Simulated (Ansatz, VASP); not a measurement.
## One calculation of BN, two programs

The input INCAR:

```
SYSTEM = BN
PREC = Accurate
ENCUT = 520
EDIFF = 1E-7
ISMEAR = 0
SIGMA = 0.05
LREAL = .False.
LASPH = .True.
NELM = 60
ALGO = Normal
ISIF = 2
LWAVE = .False.
LCHARG = .False.
GGA = PE
IVDW = 12
NBANDS = 11
```

Contents of KPOINTS:

```
Automatic mesh
0
Gamma
  12 12 12
  0 0 0
```

Contents of POSCAR:

```
BN
1.0
    1.2530568997      0.7234527383      3.4266799137
   -1.2530568997      0.7234527383      3.4266799137
    0.0000000000     -1.4469054767      3.4266799137
B N
1 1
Direct
    0.9996975446      0.9996975446      0.9996975446
    0.3327354554      0.3327354554      0.3327354554
```

Input for Ansatz:

```yaml
crystal:
  lattice:
    - [1.2530568997, 0.7234527383, 3.4266799137]
    - [-1.2530568997, 0.7234527383, 3.4266799137]
    - [0.0, -1.4469054767, 3.4266799137]
  atoms:
    - { symbol: B, position: [0.9996975446, 0.9996975446, 0.9996975446] }
    - { symbol: "N", position: [0.3327354554, 0.3327354554, 0.3327354554] }
basis:
  ecutwfc: 420
kpoints:
  mp_grid: { grid: [12, 12, 12] }
hamiltonian:
  xc: pbe
  dispersion: d3bj
scf:
  occupations: { method: gaussian, width: 0.05 }
output:
  forces: true
  stress: true
  eigenvalues: true
```

Change from the starting cell: strain +0.000 along x and y, +0.040 along z, atoms carried along.

Alike in both runs: task single point; functional PBE; dispersion D3(BJ); k mesh 12 × 12 × 12; occupations gaussian, width 0.05 eV; no spin polarisation.

|  | VASP | Ansatz |
| --- | --- | --- |
| version | VASP 6.6.1 | Ansatz 0.2.0 |
| potentials or method | VASP PAW PBE potentials, release 64 (B, N) | scalar-relativistic, plane waves, PAW |
| plane-wave cutoff (eV) | 520 | 420 |
| valence electrons in the cell | 8 | 8 |

|  | VASP | Ansatz | Ansatz less VASP |
| --- | --- | --- | --- |
| gap on the k mesh at the Fermi level (eV) | 4.30 | 4.31 | +0.007 |
| least direct gap on the mesh (eV) | 4.68 | 4.68 | +0.003 |
| pressure (GPa) | -0.2 | -0.2 | -0.06 |
| largest component of the traceless stress (GPa) | 0.90 | 0.69 | -0.212 |
| rms of the force components (eV/Å) | 0.009 | 0.009 | -0.0001 |

Atom by atom the forces differ by 0.000 eV/Å (rms over components).

A k mesh can miss the band edges.
